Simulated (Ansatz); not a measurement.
Runs of Ansatz 0.2.0 on Si2Ni. Symmetry: Fm-3m, No. 225, cubic system. Conventional cell: a = 5.406 Å, b = 5.406 Å, c = 5.406 Å, α = 90.00°, β = 90.00°, γ = 90.00°. Ni (site symmetry m-3m) has 8 Si at 2.34 Å as nearest neighbours. Around Si (site symmetry -43m) lie 4 Ni at 2.34 Å. 

| task | level | potentials or basis | U | cutoff (eV) | smearing | hubbard projectors | double counting | broadening | driver | points for each segment of the path | gap on the mesh (eV) | pressure (GPa) | moment (μB) |
| --- | --- | --- | --- | --- | --- | --- | --- | --- | --- | --- | --- | --- | --- |
| projected density of states | PBEsol+U | Ansatz PAW | Ni d U = 3 eV | 420 | fermi-dirac 0.05 eV | ortho-atomic (the default) | fll (the default) | - | - | - | none | -1.1 | 0.00 |
| projected density of states | PBEsol+U | Ansatz PAW | Ni d U = 2 eV | 420 | fermi-dirac 0.05 eV | ortho-atomic (the default) | fll (the default) | - | - | - | none | -1.1 | 0.00 |
| single point | PBE+D4+U | Ansatz PAW | Ni d U = 3 eV | 420 | gaussian 0.1 eV | ortho-atomic (the default) | fll (the default) | - | - | - | none | -1.6 | 0.00 |
| optical spectrum | r2SCAN+rVV10+U | Ansatz PAW earlier set | Ni d U = 8 eV | 1080 | cold 0.025 eV | atomic | amf | 0.1 eV | - | - | none | - | 0.00 |
| band structure | PBE+U | JTH PAW | Ni d U = 3 eV | 2400 | cold 0.025 eV | ortho-atomic (the default) | fll | - | chain | 14 | none | (a) | 0.00 |
| single point | RPBE | Ansatz PAW | - | 420 | gaussian 0.02 eV | - | - | - | - | - | none | 6.8 | 0.00 |
| projected density of states | PBEsol+U | Ansatz PAW | Ni d U = 6 eV | 420 | fermi-dirac 0.05 eV | ortho-atomic (the default) | fll (the default) | - | - | - | none | -1.2 | 0.00 |
| single point | LDA | Ansatz PAW | - | 420 | gaussian 0.05 eV | - | - | - | - | - | none | (b) | 0.00 |

Alike in all rows: spin collinear, ferromagnetic start; cell as given; k mesh 9 × 9 × 9.

Q: Estimate the missing entries.

A: (a) 4.0; (b) -4.2.

Caveats: the magnetic or orbital state may not be the lowest (some runs); the PAW data sets come from PBE, with cores solved anew for the run's functional, which leaves a small shift of forces and pressure (some runs); the U is typed as a test and isn't derived for this compound (some runs); pairwise dispersion overbinds metals, which lowers pressure and volume (some runs); the potentials were made for another functional, which shifts forces and pressure (some runs).

A k mesh can miss the band edges.

A gap of «none» marks a metal or a gap under the smearing width.

Not every run made on this cell is shown here.
